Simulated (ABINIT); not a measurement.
Crystal: SiC.

```
CELL_PARAMETERS angstrom
3.07569 0.00000 0.00000
-1.53785 2.66363 0.00000
0.00000 0.00000 10.07065
ATOMIC_POSITIONS crystal
Si 0.00000 0.00000 0.18789
Si 0.00000 0.00000 0.68789
Si 0.33333 0.66667 0.43784
Si 0.66667 0.33333 0.93784
C 0.00000 0.00000 0.00046
C 0.00000 0.00000 0.50046
C 0.33333 0.66667 0.24980
C 0.66667 0.33333 0.74980
```

The cell is a database's computed one.

Base run:

```yaml
Program: ABINIT 10.8.3 (patched build)
Functional: PBE
Potentials_or_basis: JTH PAW PBE v2.0
Cutoff: 544 eV
k_mesh: 10 × 10 × 3
Occupations: fermi-dirac, width 0.05 eV
Spin: no spin polarisation
```

Its results: band gap on the k mesh 2.23 eV, indirect (least direct gap 3.37 eV); pressure 3.4 GPa.

The run is repeated on the same cell with these changes: functional from PBE to revPBE. What comes out?

Band gap on the k mesh 2.25 eV, indirect (least direct gap 3.38 eV); pressure 5.6 GPa.

revPBE binds less tightly than PBE, so the same cell stands under more pressure.

Caveats: the PAW data sets were made with another functional, which shifts forces and pressure a little (some runs).

Not every run made on this cell is shown here.
